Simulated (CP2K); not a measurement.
## ZnAu under changes of volume

One of the cells (15.583 Å³/atom); the others are scaled copies at fixed shape and fractional positions:

```
CELL_PARAMETERS angstrom
3.14700 0.00000 0.00000
0.00000 3.14700 0.00000
0.00000 0.00000 3.14700
ATOMIC_POSITIONS crystal
Au 0.00000 0.00000 0.00000
Zn 0.50000 0.50000 0.50000
```

```yaml
Program: CP2K 2026.2
Functional: PBE
Potentials_or_basis: POTENTIAL_UZH Au GTH-PBE-q11, Zn GTH-PBE-q12; TZVP-MOLOPT-PBE-GTH basis
Density_cutoff: 8163 eV
k_mesh: 8 × 8 × 8
Occupations: fermi-dirac, width 0.05 eV
Spin: no spin polarisation
```

```tsv
volume (Å³/atom)	energy over the lowest point (meV/atom)	pressure (GPa)
14.648	92.52	18.8
14.960	60.03	14.6
15.272	37.70	10.8
15.583	19.90	7.5
15.895	8.14	4.6
16.207	?	?
16.518	0.00	-0.3
```

**Question.** What does the run at 16.207 Å³/atom give?

**Answer.** Energy over the lowest point 1.71 meV/atom; pressure 2.0 GPa.

Worked out: A Birch-Murnaghan fit of order 3 (a polynomial in V^(-2/3)) to the other rows has its minimum at 16.53 Å³/atom, just outside them, with B0 = V·E''(V) = 101 GPa and B' = 6.9. It gives 2.03 meV/atom at 16.207 Å³/atom, against the run's 1.71, and -dE/dV = 2.1 GPa, against 2.0.

Energies are extrapolated to zero smearing.

Caveats: with these potentials and basis sets, volumes of gold and of layered tellurides can stand 1.5 % and more from those of plane-wave programs; the basis of atomic orbitals isn't converged, which shifts pressures, moduli and gaps.
